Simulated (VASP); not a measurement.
# AgBr (Fm-3m) in VASP: band structure with PBE

Aim: the band structure of AgBr with PBE.

Everything below comes from runs of VASP 6.6.1. Logs are shortened: lines on timing, memory, paths and dates and some standing lists are left out, and cuts for length are marked.

## (1) The structure

Symmetry: Fm-3m, No. 225, cubic system. The conventional cell has a = 5.841 Å, b = 5.841 Å, c = 5.841 Å, α = 90.00°, β = 90.00°, γ = 90.00°. Ag (site symmetry m-3m) is surrounded by 6 Br at 2.92 Å. Around Br (site symmetry m-3m) lie 6 Ag at 2.92 Å.

## (2) Band structure, PBE

Contents of INCAR:

```
PREC = Accurate
ENCUT = 520
EDIFF = 1E-6
ISMEAR = 0
SIGMA = 0.02
LREAL = F
LASPH = T
NELM = 60
ALGO = Normal
ISIF = 2
LWAVE = F
LCHARG = F
LMAXMIX = 4
GGA = PE
```

Contents of KPOINTS:

```
regular mesh
0
Gamma
  8 8 8
```

Contents of POSCAR:

```
AgBr
1.0
    0.0000000000      2.9207060000      2.9207060000
    2.9207060000      0.0000000000      2.9207060000
    2.9207060000      2.9207060000      0.0000000000
Ag Br
1 1
Direct
    0.0000000000      0.0000000000      0.0000000000
    0.5000000000      0.5000000000      0.5000000000
```

Contents of KPOINTS_OPT:

```
path GXWKGLUWLK,UX
15
line-mode
reciprocal
 0.0000000000  0.0000000000  0.0000000000  G
 0.5000000000  0.0000000000  0.5000000000  X

 0.5000000000  0.0000000000  0.5000000000  X
 0.5000000000  0.2500000000  0.7500000000  W

 0.5000000000  0.2500000000  0.7500000000  W
 0.3750000000  0.3750000000  0.7500000000  K

 0.3750000000  0.3750000000  0.7500000000  K
 0.0000000000  0.0000000000  0.0000000000  G

 0.0000000000  0.0000000000  0.0000000000  G
 0.5000000000  0.5000000000  0.5000000000  L

 0.5000000000  0.5000000000  0.5000000000  L
 0.6250000000  0.2500000000  0.6250000000  U

 0.6250000000  0.2500000000  0.6250000000  U
 0.5000000000  0.2500000000  0.7500000000  W

 0.5000000000  0.2500000000  0.7500000000  W
 0.5000000000  0.5000000000  0.5000000000  L

 0.5000000000  0.5000000000  0.5000000000  L
 0.3750000000  0.3750000000  0.7500000000  K

 0.6250000000  0.2500000000  0.6250000000  U
 0.5000000000  0.0000000000  0.5000000000  X
```

Potentials or basis: VASP PAW PBE potentials, release 64 (Ag, Br).

Run with:

```console
> cat potpaw_PBE.64/Ag/POTCAR potpaw_PBE.64/Br/POTCAR > POTCAR
> mpirun -np 1 vasp_std > vasp.out
```

OUTCAR:

```text
PREC = Accurate
   ENCUT = 520
   EDIFF = 1E-6
   ISMEAR = 0
   LREAL = F
   LASPH = T
   NELM = 60
   ISIF = 2
   GGA = PE

 ion  position               nearest neighbor table
   1  0.000  0.000  0.000-   2 2.92   2 2.92   2 2.92   2 2.92   2 2.92   2 2.92
   2  0.500  0.500  0.500-   1 2.92   1 2.92   1 2.92   1 2.92   1 2.92   1 2.92

  LATTYP: Found a face centered cubic cell.
 ALAT       =     5.8414120000

  Lattice vectors:

 A1 = (   0.0000000000,   2.9207060000,   2.9207060000)
 A2 = (   2.9207060000,   0.0000000000,   2.9207060000)
 A3 = (   2.9207060000,   2.9207060000,   0.0000000000)

Analysis of symmetry for initial positions (statically):
=====================================================================
 Subroutine PRICEL returns:
 Original cell was already a primitive cell.

 Routine SETGRP: Setting up the symmetry group for a
 face centered cubic supercell.

 Subroutine GETGRP returns: Found 48 space group operations
 (whereof 48 operations were pure point group operations)
 out of a pool of 48 trial point group operations.

The static configuration has the point symmetry O_h .

Analysis of symmetry for dynamics (positions and initial velocities):
=====================================================================
 Subroutine PRICEL returns:
 Original cell was already a primitive cell.

 Routine SETGRP: Setting up the symmetry group for a
 face centered cubic supercell.

 Subroutine GETGRP returns: Found 48 space group operations
 (whereof 48 operations were pure point group operations)
 out of a pool of 48 trial point group operations.

The dynamic configuration has the point symmetry O_h .

 Subroutine INISYM returns: Found 48 space group operations
 (whereof 48 operations are pure point group operations),
 and found     1 'primitive' translations

----------------------------------------------------------------------------------------

                                     Primitive cell

  volume of cell :      49.8303

  direct lattice vectors                    reciprocal lattice vectors
     0.000000000  2.920706000  2.920706000    -0.171191486  0.171191486  0.171191486
     2.920706000  0.000000000  2.920706000     0.171191486 -0.171191486  0.171191486
     2.920706000  2.920706000  0.000000000     0.171191486  0.171191486 -0.171191486

  length of vectors
     4.130502037  4.130502037  4.130502037     0.296512351  0.296512351  0.296512351

  position of ions in fractional coordinates (direct lattice)
     0.000000000  0.000000000  0.000000000
     0.500000000  0.500000000  0.500000000

  ion indices of the primitive-cell ions
   primitive index   ion index
                 1           1
                 2           2

----------------------------------------------------------------------------------------

 KPOINTS: regular mesh

Automatic generation of k-mesh.
 Grid dimensions read from file:
 generate k-points for:    8    8    8

 Generating k-lattice:

  Cartesian coordinates                     Fractional coordinates (reciprocal lattice)
    -0.021398936  0.021398936  0.021398936     0.125000000  0.000000000  0.000000000
     0.021398936 -0.021398936  0.021398936     0.000000000  0.125000000  0.000000000
     0.021398936  0.021398936 -0.021398936     0.000000000  0.000000000  0.125000000

  Length of vectors
     0.037064044  0.037064044  0.037064044

  Shift w.r.t. Gamma in fractional coordinates (k-lattice)
     0.000000000  0.000000000  0.000000000

 Subroutine IBZKPT returns following result:
 ===========================================

 Found     29 irreducible k-points:

 Following reciprocal coordinates:
            Coordinates               Weight
  0.000000  0.000000  0.000000      1.000000
  0.125000  0.000000  0.000000      8.000000
  0.250000  0.000000  0.000000      8.000000
  0.375000  0.000000  0.000000      8.000000
  0.500000  0.000000  0.000000      4.000000
  0.125000  0.125000  0.000000      6.000000
[... 16 lines left out ...]
  0.500000  0.250000  0.125000     48.000000
 -0.375000  0.250000  0.125000     24.000000
 [... further k-points ...]
   k-points           NKPTS =     29   k-points in BZ     NKDIM =     29   number of bands    NBANDS=     13
   number of dos      NEDOS =    301   number of ions     NIONS =      2
   total plane-waves  NPLWV =  32768
   dimension x,y,z NGX =    32 NGY =   32 NGZ =   32
   dimension x,y,z NGXF=    64 NGYF=   64 NGZF=   64
   ions per type =               1   1
   NGX,Y,Z   is equivalent  to a cutoff of  12.88, 12.88, 12.88 a.u.
   NGXF,Y,Z  is equivalent  to a cutoff of  25.76, 25.76, 25.76 a.u.
 SYSTEM =  unknown system
   PREC   = accura    normal or accurate (medium, high low for compatibility)
   ISTART =      0    job   : 0-new  1-cont  2-samecut
   ICHARG =      2    charge: 1-file 2-atom 10-const
   ISPIN  =      1    spin polarized calculation?
   LNONCOLLINEAR =      F non collinear calculations
   LSORBIT =      F    spin-orbit coupling
   LASPH  =      T    aspherical Exc in radial PAW
   ENCUT  =  520.0 eV  38.22 Ry    6.18 a.u.   7.68  7.68  7.68*2*pi/ulx,y,z
   NELM   =     60;   NELMIN=  2; NELMDL= -5     # of ELM steps
   EDIFF  = 0.1E-05   stopping-criterion for ELM
   LREAL  =      F    real-space projection
   EDIFFG = 0.1E-04   stopping-criterion for IOM
   NSW    =      0    number of steps for IOM
   IBRION =     -1    ionic relax: 0-MD 1-quasi-New 2-CG
   NFREE  =      0    steps in history (QN), initial steepest desc. (CG)
   ISIF   =      2    stress and relaxation
   ISYM   =      2    0-nonsym 1-usesym 2-fastsym
   POTIM  = 0.5000    time-step for ionic-motion
   TEBEG  =    0.0;   TEEND  =   0.0 temperature during run
   PSTRESS=    0.0 pullay stress
   NELECT =      18.0000    total number of electrons
   NUPDOWN=      -1.0000    fix difference up-down
   EMIN   =  10.00;   EMAX   =-10.00  energy-range for DOS
   EFERMI =   0.00;   METHOD = LEGACY
   ISMEAR =     0;   SIGMA  =   0.02  broadening in eV -4-tet -1-fermi 0-gaus
   EFERMI_NEDOS =   21; number of points for ismear=-14 and -15
   IALGO  =     38    algorithm
   IMIX   =      4    mixing-type and parameters
     AMIX     =   0.40;   BMIX     =  1.00
     AMIX_MAG =   1.60;   BMIX_MAG =  1.00
  volume/ion in A,a.u.               =      24.92       168.14
  Fermi-wavevector in a.u.,A,eV,Ry     =   1.165918  2.203265 18.495265  1.359364
  Thomas-Fermi vector in A             =   2.302437
   LORBIT       =      0    0 simple, 1 ext, 2 COOP (PROOUT), +10 PAW based schemes
   GGA     = PE    functional components
   LHFCALC =     F    Hartree Fock is set to
   AEXX    =    0.0000 exact exchange contribution
   IVDW    =     0    specifies the selected vdW correction
   LEPSILON=     F    determine dielectric tensor
   LRPA    =     F    only Hartree local field effects (RPA)
 non-spin polarized calculation
 Gauss-broadening in eV      SIGMA  =   0.02
  energy-cutoff  :      520.00
  volume of cell :       49.83
 maximum number of plane-waves:      1363
   NGX = 15   NGY = 15   NGZ = 15

 number of electron      17.9999999 magnetization

 Free energy of the ion-electron system (eV)
  ---------------------------------------------------
  ext. energy  EPLUGINS =         0.00000000
  ---------------------------------------------------
  free energy    TOTEN  =        -5.00021022 eV

  energy without entropy =       -5.00021022  energy(sigma->0) =       -5.00021022

 E-fermi :   3.0987     XC(G=0):  -9.5952

 val. band max:        2.9947672152   @ k =   0.5000   0.0000   0.0000
 cond. band min:       3.6822008588   @ k =   0.0000   0.0000   0.0000
 fundamental gap:      0.6874336435
 Fermi energy:         3.0986744552

 k-point     1 :       0.0000    0.0000    0.0000
  band No.  band energies     occupation
      1     -11.7585      2.00000
      2       0.4092      2.00000
      3       0.4092      2.00000
      4       0.4096      2.00000
      5       0.4096      2.00000
      6       0.4096      2.00000
      7       1.2459      2.00000
      8       1.2459      2.00000
      9       1.2459      2.00000
     10       3.6822      0.00000
     11      12.9221      0.00000
     12      12.9221      0.00000
     13      12.9221      0.00000

 k-point     2 :       0.1250    0.0000    0.0000
  band No.  band energies     occupation
      1     -11.7063      2.00000
      2       0.0486      2.00000
      3       0.0486      2.00000
      4       0.0999      2.00000
      5       0.4473      2.00000
      6       0.4473      2.00000
      7       0.8971      2.00000
      8       1.6673      2.00000
      9       1.6673      2.00000
     10       4.4918      0.00000
     11      11.6061      0.00000
     12      12.5257      0.00000
     13      12.5257      0.00000

 k-point     3 :       0.2500    0.0000    0.0000
  band No.  band energies     occupation
      1     -11.5754      2.00000
      2      -0.8222      2.00000
      3      -0.4260      2.00000
      4      -0.4260      2.00000
      5       0.5404      2.00000
      6       0.5404      2.00000
      7       0.8525      2.00000
      8       2.3002      2.00000
      9       2.3002      2.00000
     10       5.8173      0.00000
     11      10.1499      0.00000
     12      11.2402      0.00000
     13      11.2402      0.00000

 k-point     4 :       0.3750    0.0000    0.0000
  band No.  band energies     occupation
      1     -11.4367      2.00000
      2      -1.5748      2.00000
      3      -0.7458      2.00000
      4      -0.7458      2.00000
      5       0.6365      2.00000
      6       0.6365      2.00000
      7       0.9447      2.00000
      8       2.8002      2.00000
      9       2.8002      2.00000
     10       6.6945      0.00000
     11       9.3860      0.00000
     12      10.2283      0.00000
     13      10.2283      0.00000

 k-point     5 :       0.5000    0.0000    0.0000
  band No.  band energies     occupation
      1     -11.3767      2.00000
      2      -1.8515      2.00000
      3      -0.8569      2.00000
      4      -0.8569      2.00000
      5       0.6773      2.00000
      6       0.6773      2.00000
      7       0.9953      2.00000
      8       2.9948      2.00000
      9       2.9948      2.00000
     10       6.8741      0.00000
     11       9.2840      0.00000
     12       9.8541      0.00000
     13       9.8541      0.00000
[... 257 lines left out ...]
 k-point    22 :       0.3750    0.2500    0.1250
  band No.  band energies     occupation
      1     -11.4928      2.00000
      2      -1.1979      2.00000
      3      -0.4798      2.00000
      4      -0.1151      2.00000
      5       0.4984      2.00000
      6       0.6177      2.00000
      7       1.0930      2.00000
      8       1.3043      2.00000
      9       2.4334      2.00000
     10       6.6530      0.00000
     11       9.2368      0.00000
     12      10.5450      0.00000
     13      11.5522      0.00000

 k-point    23 :       0.5000    0.2500    0.1250
  band No.  band energies     occupation
      1     -11.3918      2.00000
      2      -1.3903      2.00000
      3      -0.7431      2.00000
      4      -0.4731      2.00000
      5       0.5783      2.00000
      6       0.6815      2.00000
      7       0.9798      2.00000
      8       1.6073      2.00000
      9       2.5652      2.00000
     10       7.1804      0.00000
     11       8.6268      0.00000
     12      10.5436      0.00000
     13      11.0601      0.00000

 k-point    24 :      -0.3750    0.2500    0.1250
  band No.  band energies     occupation
      1     -11.3488      2.00000
      2      -1.4480      2.00000
      3      -0.7602      2.00000
      4      -0.7427      2.00000
      5       0.6337      2.00000
      6       0.6846      2.00000
      7       0.9501      2.00000
      8       1.8895      2.00000
      9       2.4472      2.00000
     10       7.4227      0.00000
     11       8.3058      0.00000
     12      10.8165      0.00000
     13      10.8443      0.00000

 [... further k-points ...]

------------------------ aborting loop because EDIFF is reached ----------------------------------------

  FORCE on cell =-STRESS in cart. coord.  units (eV):
  Direction    XX          YY          ZZ          XY          YZ          ZX
  --------------------------------------------------------------------------------------
  -------------------------------------------------------------------------------------
  Total       -0.0162183     -0.0162183     -0.0162183      0.0000000      0.0000000      0.0000000
  in kB       -0.5214622     -0.5214622     -0.5214622      0.0000000      0.0000000      0.0000000
  external PRESSURE =      -0.5214622 kB  Pullay stress =       0.0000000 kB

 VOLUME and BASIS-vectors are now :
 -----------------------------------------------------------------------------
  energy-cutoff  :      520.00
  volume of cell :       49.83
      direct lattice vectors                 reciprocal lattice vectors
     0.000000000  2.920706000  2.920706000    -0.171191486  0.171191486  0.171191486
     2.920706000  0.000000000  2.920706000     0.171191486 -0.171191486  0.171191486
     2.920706000  2.920706000  0.000000000     0.171191486  0.171191486 -0.171191486

 POSITION                                       TOTAL-FORCE (eV/Angst)
 -----------------------------------------------------------------------------------
      0.00000      0.00000      0.00000         0.000000     -0.000000      0.000000
      2.92071      2.92071      2.92071         0.000000      0.000000     -0.000000
 -----------------------------------------------------------------------------------
    total drift:                                0.000000     -0.000000     -0.000000

  FREE ENERGIE OF THE ION-ELECTRON SYSTEM (eV)
  ---------------------------------------------------
  free  energy   TOTEN  =        -5.0002102229 eV

  energy  without entropy=       -5.0002102229  energy(sigma->0) =       -5.00021022
```

It took 26 s on 1 thread of Intel Xeon Platinum 8488C (Sapphire Rapids), shared host; peak memory 0.19 GiB.

Results:

```
Free energy             : -5.0002 eV
Pressure                : -0.1 GPa
Band gap on the k mesh  : 0.69 eV, indirect (least direct gap 2.44 eV)
Band gap along the path : 0.69 eV, indirect (least direct gap 2.44 eV)
```

Levels at the corners of the path, in eV from the valence-band top:
| point | band 6 | band 7 | band 8 | band 9 | band 10 | band 11 | band 12 | band 13 |
| --- | --- | --- | --- | --- | --- | --- | --- | --- |
| Γ | -2.59 | -1.75 | -1.75 | -1.75 | 0.69 | 9.93 | 9.93 | 9.93 |
| X | -2.44 | -2.23 | -2.23 | -2.16 | 1.71 | 7.15 | 8.86 | 10.79 |
| X | -2.44 | -2.23 | -2.23 | -2.16 | 1.71 | 7.15 | 8.86 | 10.79 |
| W | -2.23 | -2.12 | -2.12 | -1.39 | 3.71 | 7.13 | 7.66 | 7.66 |
| W | -2.23 | -2.12 | -2.12 | -1.39 | 3.71 | 7.13 | 7.66 | 7.66 |
| K | -2.27 | -2.06 | -1.88 | -1.09 | 3.00 | 6.84 | 8.14 | 9.06 |
| K | -2.27 | -2.06 | -1.88 | -1.09 | 3.00 | 6.84 | 8.14 | 9.06 |
| Γ | -2.59 | -1.75 | -1.75 | -1.75 | 0.69 | 9.93 | 9.93 | 9.93 |
| Γ | -2.59 | -1.75 | -1.75 | -1.75 | 0.69 | 9.93 | 9.93 | 9.93 |
| L | -2.32 | -2.00 | 0.00 | 0.00 | 3.88 | 6.29 | 6.86 | 6.86 |
| L | -2.32 | -2.00 | 0.00 | 0.00 | 3.88 | 6.29 | 6.86 | 6.86 |
| U | -2.27 | -2.06 | -1.88 | -1.09 | 3.00 | 6.84 | 8.14 | 9.06 |
| U | -2.27 | -2.06 | -1.88 | -1.09 | 3.00 | 6.84 | 8.14 | 9.06 |
| W | -2.23 | -2.12 | -2.12 | -1.39 | 3.71 | 7.13 | 7.66 | 7.66 |
| W | -2.23 | -2.12 | -2.12 | -1.39 | 3.71 | 7.13 | 7.66 | 7.66 |
| L | -2.32 | -2.00 | 0.00 | 0.00 | 3.88 | 6.29 | 6.86 | 6.86 |
| L | -2.32 | -2.00 | 0.00 | 0.00 | 3.88 | 6.29 | 6.86 | 6.86 |
| K | -2.27 | -2.06 | -1.88 | -1.09 | 3.00 | 6.84 | 8.14 | 9.06 |
| U | -2.27 | -2.06 | -1.88 | -1.09 | 3.00 | 6.84 | 8.14 | 9.06 |
| X | -2.44 | -2.23 | -2.23 | -2.16 | 1.71 | 7.15 | 8.86 | 10.79 |

PBE gaps usually lie below the measured ones, often by a third to a half.
